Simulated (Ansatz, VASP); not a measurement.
## Ru in VASP and in Ansatz

INCAR

```
ALGO = Normal ; EDIFF = 1E-6
ENCUT = 520 ; GGA = PE
ISIF = 2 ; ISMEAR = -1
LASPH = T ; LCHARG = F
LREAL = F ; LWAVE = F
NBANDS = 21 ; NELM = 60
PREC = Accurate ; SIGMA = 0.03
```

The input KPOINTS:

```
k-points
0
Gamma
  4 4 2
```

POSCAR

```
Ru
1.0
    2.7058000000      0.0000000000      0.0000000000
   -1.3529000000      2.3432915376      0.0000000000
    0.0000000000      0.0000000000      4.2819000000
Ru
2
Direct
    0.6666666667      0.3333333333      0.7500000000
    0.3333333333      0.6666666667      0.2500000000
```

input.yaml

```yaml
crystal:
  lattice:
    - [2.7058, 0.0, 0.0]
    - [-1.3529, 2.3432915376, 0.0]
    - [0.0, 0.0, 4.2819]
  atoms:
    - { symbol: Ru, position: [0.6666666667, 0.3333333333, 0.75] }
    - { symbol: Ru, position: [0.3333333333, 0.6666666667, 0.25] }
kpoints:
  mp_grid: { grid: [4, 4, 2] }
scf:
  occupations: { method: fermi_dirac, width: 0.03 }
hamiltonian:
  xc: pbe
  pseudopotentials: { kind: all_electron, lapw: { basis_error: 0.002 } }
output:
  forces: true
  stress: true
  eigenvalues: true
```

Alike in both runs: task single point; functional PBE; k mesh 4 × 4 × 2; occupations fermi-dirac, width 0.03 eV; no spin polarisation.

|  | VASP | Ansatz |
| --- | --- | --- |
| version | VASP 6.6.1 | Ansatz 0.2.0 |
| potentials or method | VASP PAW PBE potentials, release 64 (Ru_pv) | all-electron LAPW, scalar-relativistic |
| plane-wave cutoff (eV) | 520 | see its input |

```csv
,VASP,Ansatz,Ansatz less VASP
gap on the k mesh at the Fermi level (eV),none,none,-
pressure (GPa),0.7,0.8,+0.13
largest component of the traceless stress (GPa),4.55,4.56,+0.012
```

A gap of «none» marks a metal or a gap that the smearing closes. Ansatz ran all-electron here, so the differences hold the error of VASP's frozen core and of both bases.

Caveats: the k mesh is coarse (spacing up to 0.73 Å⁻¹), so the values aren't converged.
